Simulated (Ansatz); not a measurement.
Predict the output of the script below (Ansatz 0.2.0 through its Python package).

The script, `zro2.py`:
```python
"""Band structure of ZrO2."""

import warnings

import ansatz as az
import numpy as np

warnings.simplefilter("ignore", az.DeckWarning)

lattice = az.Lattice.of(
    (3.5961, 0.0, 0.0),
    (0.0, 3.5961, 0.0),
    (0.0, 0.0, 5.177),
)
sites = [
    ("Zr", (0.0, 0.0, 0.0)),
    ("Zr", (0.5, 0.5, 0.5)),
    ("O", (0.0, 0.5, 0.203)),
    ("O", (0.0, 0.5, 0.703)),
    ("O", (0.5, 0.0, 0.297)),
    ("O", (0.5, 0.0, 0.797)),
]
crystal = az.Crystal(lattice=lattice)
for symbol, position in sites:
    crystal = crystal.atom(symbol, position)

# vertices of the path, as fractions of the reciprocal vectors
path = [
    ("G", (0.0, 0.0, 0.0)),
    ("X", (0.0, 0.5, 0.0)),
    ("M", (0.5, 0.5, 0.0)),
    ("G", (0.0, 0.0, 0.0)),
    ("Z", (0.0, 0.0, 0.5)),
]
calc = (
    crystal.calculation()
    .scf(tolerance=1e-10)
    .basis(17 * az.Ha)
    .functional("pbesol", dispersion="D4")
    .occupations("fixed")
    .kpoints(6, 6, 4)
    .band_structure([point for _, point in path], intervals=6)
    .scf(extra_bands=10)
)
out = calc.run()
summary = out.report

print(f"free energy      {summary['free_energy_ev']:.5f} eV")
print(f"per atom         {summary['free_energy_ev'] / len(out.lattice.sites):.5f} eV")
print(f"SCF iterations   {summary['n_iterations']}  (converged: {summary['converged']})")

bands = out.band_structure()
fermi = bands.fermi_energy_ev
print(f"zero of the bands: {fermi:.3f} eV, the Fermi level found on the SCF mesh")
for spin, channel in enumerate(bands.channels):
    print("channel", spin, "- computed levels within 4 eV of the Fermi level")
    for i, (label, _) in enumerate(path):
        levels = channel.eigenvalues_ev[i * 6] - fermi
        print(f"  {label:3s}", " ".join(f"{e:7.3f}" for e in levels if abs(e) < 4))
```

```console
$ python zro2.py
free energy      -10512.11225 eV
per atom         -1752.01871 eV
SCF iterations   8  (converged: True)
zero of the bands: 11.167 eV, the Fermi level found on the SCF mesh
channel 0 - computed levels within 4 eV of the Fermi level
  G    -2.481  -2.481  -1.269  -1.269  -0.545  -0.110  -0.110  -0.103   3.961
  X    -3.075  -3.075  -2.733  -2.733  -2.124  -2.124  -1.449  -1.449  -0.103  -0.103
  M    -2.704  -2.704  -2.659  -2.659  -1.118  -1.118  -0.853  -0.853  -0.294  -0.294
  G    -2.481  -2.481  -1.269  -1.269  -0.545  -0.110  -0.110  -0.103   3.961
  Z    -3.946  -3.946  -3.771  -3.771  -3.189  -3.189  -2.689  -2.689  -0.484  -0.484  -0.020  -0.020
```

Reading the output:
- Total energies depend on the potentials; only differences at equal settings carry meaning.
- Spin is left out of this run.
- Under fixed occupations the level called the Fermi level is the highest filled one on the SCF mesh; off the mesh a filled band can lie a little above it.
- This is a high-temperature or high-pressure form, not the ambient phase.
- The starting cell is as deposited in a crystallographic database; the results hold for this polymorph, which needn't be the stable one.
- Levels are Kohn-Sham eigenvalues on this mesh, without spin-orbit coupling.
- Run time: 13 s on 1 thread of Arm Neoverse N1, with other jobs on the host, peak memory 0.41 GiB.
